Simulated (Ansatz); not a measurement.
Theory: Ansatz 0.2.0, DFT PBE, scalar-relativistic, plane waves, PAW. Settings: cutoff 420 eV, Γ-centred meshes spaced at most about 0.3 Å⁻¹, and about 0.25 Å⁻¹ or finer for metals (2π included), Gaussian smearing. No spin polarisation.

Temperature and zero-point effects are left out.

Two forms of AsPt4 were relaxed alike.

A.

```yaml
crystal:
  lattice:
    - [-2.83213, 2.83213, 2.83213]
    - [2.83213, -2.83213, 2.83213]
    - [2.83213, 2.83213, -2.83213]
  atoms:
    - { symbol: As, position: [0.00000, 0.00000, 0.00000] }
    - { symbol: Pt, position: [0.00000, 0.00000, 0.50000] }
    - { symbol: Pt, position: [0.50000, 0.00000, 0.00000] }
    - { symbol: Pt, position: [0.00000, 0.50000, 0.00000] }
    - { symbol: Pt, position: [0.50000, 0.50000, 0.50000] }
```

B.

```yaml
crystal:
  lattice:
    - [0.00000, 4.51340, 4.51340]
    - [4.51340, 0.00000, 4.51340]
    - [4.51340, 4.51340, 0.00000]
  atoms:
    - { symbol: As, position: [0.00000, 0.00000, 0.00000] }
    - { symbol: Pt, position: [0.14755, 0.14755, 0.14755] }
    - { symbol: Pt, position: [0.55735, 0.14755, 0.14755] }
    - { symbol: Pt, position: [0.14755, 0.14755, 0.55735] }
    - { symbol: Pt, position: [0.14755, 0.55735, 0.14755] }
```

Problem. Which would you expect to be lower, and how large is the difference?

Solution. A is lower, by 0.76 eV/atom. A has space group Im-3m (No. 229), 18.2 Å³/atom and no gap on its mesh; B has space group F-43m (No. 216), 36.8 Å³/atom and no gap. Counting Pt atoms around As (those within 1.25 times the shortest such distance or 1.15 times the sum of covalent radii), A has As 8 and B has As 4. The denser one is the lower, and pressure would at first widen the difference. Even the lower one lies +0.11 eV/atom against the reference forms of the elements (uncorrected), so neither is stable at this level. Both come from invented guesses.

Spin–orbit coupling, which can matter for Pt, is left out. Cells relaxed within their symmetry can be saddle points.
